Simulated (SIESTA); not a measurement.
## TePb: relaxation of cell and atoms with PBE

TePb:

```
Pb Te
1.0
     0.00000    3.23100    3.23100
     3.23100    0.00000    3.23100
     3.23100    3.23100    0.00000
Pb Te
1 1
Direct
  0.00000 0.00000 0.00000
  0.50000 0.50000 0.50000
```

```json
{"Program": "SIESTA 5.4.2", "Task": "relaxation of cell and atoms", "Functional": "PBE", "Potentials or basis": "PseudoDojo 0.4 standard (PBE files)", "Basis": "DZP (energy shift 0.003 Ry; two zetas on semicore shells)", "Grid cutoff": "750 Ry", "Energy shift": "0.003 Ry", "k mesh": "5 × 5 × 5", "Occupations": "fermi-dirac, width 0.05 eV", "Spin": "no spin polarisation", "optimiser": "Broyden", "force tolerance": "0.01 eV/Å", "stress tolerance (GPa)": "0.05"}
```

```json
{
  "Relaxed volume": "35.73 Å³/atom",
  "Relaxed cell": "a = 4.658 Å, b = 4.658 Å, c = 4.658 Å, α = 60.00°, β = 60.00°, γ = 60.00°",
  "Space group after relaxing (to 0.05 Å)": "Fm-3m (No. 225)",
  "Energy gained by relaxing": "15.0 meV/atom",
  "Ionic steps": "4",
  "Pressure after relaxing": "0.0 GPa"
}
```

The path:
```csv
step,energy change (eV),largest force (eV/Å),pressure (GPa),volume (Å³)
1,0.0000,0.0000,2.54,67.46
2,-0.0028,0.0000,2.40,67.64
3,-0.0297,0.0000,0.25,70.96
4,-0.0301,0.0000,-0.01,71.46
```

Final structure:
```
CELL_PARAMETERS angstrom
0.00021 3.29372 3.29372
3.29372 0.00021 3.29372
3.29372 3.29372 0.00021
ATOMIC_POSITIONS crystal
Pb 0.00000 0.00000 0.00000
Te 0.50000 0.50000 0.50000
```

Levels at points of the mesh, in eV from the Fermi level:
```
           k point  band 12  band 13  band 14  band 15  band 16  band 17  band 18  band 19
(0.00, 0.00, 0.00)    -6.32    -1.64    -1.64    -1.64     3.54     3.54     3.54     5.49
```

Wall time 88 s on 1 thread of AMD EPYC 9R45 96-Core Processor (Zen 5) (shared host), peak memory 0.41 GiB.

Caveat: this odd mesh misses L, where the gap lies, so gap, dielectric constants and Born charges aren't listed; the basis of atomic orbitals isn't converged, which shifts pressures, moduli and gaps. Spin-orbit coupling is left out, which matters for the levels of Pb, Te.
